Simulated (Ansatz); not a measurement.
A 2-atom cell of RbBr (Pm-3m) from a materials database, relaxed with r2SCAN in the plane-wave code Ansatz. It is cubic, Pm-3m (No. 221); conventional cell a = 4.124 Å, 35.08 Å³ an atom. Rb has 8 Br at 3.57 Å; Br has 8 Rb at 3.57 Å.

The axes x, y and z are those of this cell:
```
Rb Br
1.0
     4.12425    0.00000    0.00000
     0.00000    4.12425    0.00000
     0.00000    0.00000    4.12425
Rb Br
1 1
Direct
  0.00000 0.00000 0.00000
  0.50000 0.50000 0.50000
```

Unstrained: The PBE gap is indirect, 4.087 eV (M to Γ), below the direct gap of 4.240 eV at Γ. With r2SCAN the valence top lies at M and the conduction bottom at Γ, 4.834 eV higher; the smallest vertical gap, at Γ, is 4.988 eV. With HSE06 the valence top lies at M and the conduction bottom at Γ, 5.268 eV higher; the smallest vertical gap, at Γ, is 5.432 eV. Meshes: PBE 6×6×6, r2SCAN 6×6×6, HSE06 4×4×4. Strains are changes of length per length. After each strain the atoms were relaxed again with r2SCAN within the symmetry that the strain leaves, so tilts or polar shifts that break it weren't tested; points keep the names that they have in the unstrained zone. Calculated for a static, non-magnetic cell.

Question: Estimate what biaxial -1.55 % in x and y, z held does to the gap.

Answer: PBE: the gap goes from 4.087 to 4.170 eV (+0.083 eV). r2SCAN: the gap goes from 4.834 to 4.928 eV (+0.094 eV). HSE06: the gap goes from 5.268 to 5.359 eV (+0.091 eV). The r2SCAN energy rises by 2.8 meV an atom.

Question: Apply isotropic +4.75 % on every length. How far does the gap move, against the unstrained cell?

Answer: PBE: the gap goes from 4.087 to 3.666 eV (-0.421 eV). r2SCAN: the gap goes from 4.834 to 4.366 eV (-0.468 eV). HSE06: the gap goes from 5.268 to 4.806 eV (-0.462 eV). The r2SCAN energy rises by 30.6 meV an atom.

The runs are scalar-relativistic, without spin-orbit coupling.

The meshes of the hybrids are coarse, so their gaps aren't converged to the digits shown.
